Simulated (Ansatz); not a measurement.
## Cost and result for the bulk modulus of ZnS

**What was measured.** The bulk modulus of ZnS (F-43m) is reported as 76.9 GPa (arxiv:0911.5022). The runs below try to reproduce it.

```cif
data_structure
_symmetry_space_group_name_H-M 'F-43m'
_symmetry_Int_Tables_number 216
_cell_length_a 5.4040
_cell_length_b 5.4040
_cell_length_c 5.4040
_cell_angle_alpha 90.000
_cell_angle_beta 90.000
_cell_angle_gamma 90.000
_cell_volume 157.81
loop_
_atom_site_label
_atom_site_type_symbol
_atom_site_symmetry_multiplicity
_atom_site_Wyckoff_symbol
_atom_site_fract_x
_atom_site_fract_y
_atom_site_fract_z
_atom_site_occupancy
Zn1 Zn 4 c 0.25000 0.25000 0.25000 1
S1 S 4 a 0.00000 0.00000 0.00000 1
```

| rung | level | program and potentials | cutoff (eV) | k mesh | smearing | core time | chip | bulk modulus (GPa) | miss | notes |
| --- | --- | --- | --- | --- | --- | --- | --- | --- | --- | --- |
| GGA | revPBE | Ansatz, Ansatz PAW | 420 | 9 × 9 × 9 | fermi-dirac 0.05 | 12 s | Arm Neoverse V2 | 63.9 | -16.9 % | potentials made for PBE, which Ansatz adapts in part |
| meta-GGA + dispersion | r2SCAN+D4 | Ansatz, Ansatz PAW | 500 | 9 × 9 × 9 | fermi-dirac 0.05 | 31 s | Arm Neoverse V2 | 80.9 | +5.2 % | potentials made for PBE, which Ansatz adapts in part |
| meta-GGA | m-r2SCAN | Ansatz, Ansatz PAW | 500 | 9 × 9 × 9 | fermi-dirac 0.05 | 34 s | Arm Neoverse V2 | 78.6 | +2.2 % | potentials made for PBE, which Ansatz adapts in part |
| meta-GGA | r2SCAN | Ansatz, Ansatz PAW | 500 | 9 × 9 × 9 | fermi-dirac 0.05 | 41 s | AMD EPYC 7R43 Zen 3 | 78.6 | +2.2 % | potentials made for PBE, which Ansatz adapts in part |
| GGA | PBE | Ansatz, SPMS NC | 816 | 9 × 9 × 9 | fermi-dirac 0.05 | 43 s | Arm Neoverse V2 | 69.7 | -9.4 % | - |
| hybrid | B3LYP | Ansatz, Ansatz PAW | 420 | 5 × 5 × 5 | fermi-dirac 0.05 | 94 s | Intel Xeon Platinum 8488C Sapphire Rapids | 68.4 | -11.1 % | coarse mesh; potentials made for PBE, which Ansatz adapts in part |
| hybrid | HSE03 | Ansatz, Ansatz PAW | 420 | 5 × 5 × 5 | fermi-dirac 0.05 | 1.9 min | Arm Neoverse V2 | 74.3 | -3.4 % | coarse mesh; potentials made for PBE, which Ansatz adapts in part |
| hybrid | PBE0 | Ansatz, Ansatz PAW | 420 | 5 × 5 × 5 | fermi-dirac 0.05 | 2.2 min | AMD EPYC 7B13 Zen 3 | 76.1 | -1.0 % | coarse mesh; potentials made for PBE, which Ansatz adapts in part |
| hybrid | r2SCANh | Ansatz, Ansatz PAW | 500 | 5 × 5 × 5 | fermi-dirac 0.05 | 2.6 min | Arm Neoverse V2 | 79.6 | +3.5 % | coarse mesh; potentials made for PBE, which Ansatz adapts in part |
| hybrid | PBE-EpsX | Ansatz, Ansatz PAW | 420 | 5 × 5 × 5 | fermi-dirac 0.05 | 3.8 min | Arm Neoverse V1 | 80.1 | +4.2 % | coarse mesh; potentials made for PBE, which Ansatz adapts in part; exact-exchange share 1/ε∞ |
| hybrid | HSE06 | Ansatz, Ansatz PAW | 420 | 5 × 5 × 5 | fermi-dirac 0.05 | 6.4 min | Intel Xeon Skylake/Cascade Lake | 75.0 | -2.5 % | coarse mesh; potentials made for PBE, which Ansatz adapts in part |

Times are single runs on shared hosts and different chips, so they are rough; meshes, cutoffs and the tasks' sizes weigh on the time. Task: equation of state. All rows: no spin polarisation. m-r2SCAN is the variant of Desmarais and co-workers (2025). Smearing widths are in eV. The cell comes from a database and isn't always the measured one. Meshes differ between rows, which moves values too. Meshes are those of the run's cell of 2 atoms unless a note names another. Misses use the values as printed. Runs on faulty files, with rough fits or with known faults for this quantity aren't shown. No row holds spin-orbit coupling.

By rung: GGA 63.9 to 69.7; meta-GGA + dispersion 80.9; meta-GGA 78.6; hybrid on coarse meshes 68.4 to 80.1 (GPa). Measured: 76.9 GPa (arxiv:0911.5022). Closest, coarse meshes and atomic bases left aside, is m-r2SCAN (+2.2 %), and PBE misses by -9.4 % on plain settings. The runs are for a static lattice, while measurements hold temperature and zero-point motion.

Both GGAs make ZnS too soft, revPBE more so than PBE, whereas the meta-GGAs make it slightly too stiff. The likely reason is the equilibrium volume: GGAs tend to underbind polar-covalent solids, and stretched Zn–S bonds resist compression less. revPBE's stronger gradient enhancement of exchange accentuates this. D4 adds attraction to r2SCAN and raises the modulus from 78.6 to 80.9 GPa, consistent with a tighter lattice.

Exact exchange alone doesn't ensure a stiffer crystal. The PBE-based hybrids all lie above PBE, but B3LYP, at 68.4 GPa, falls below it, probably because its semilocal part describes extended solids poorly. PBE-EpsX is also unexpected: the known dielectric constant of ZnS implies a smaller exchange share than in PBE0, yet its modulus is higher. The dielectric constant used, or its variation with volume, may be responsible.

Since lattice vibrations normally soften a crystal, a modest static overestimate is physically reasonable, and the smallest miss doesn't by itself identify the best functional.
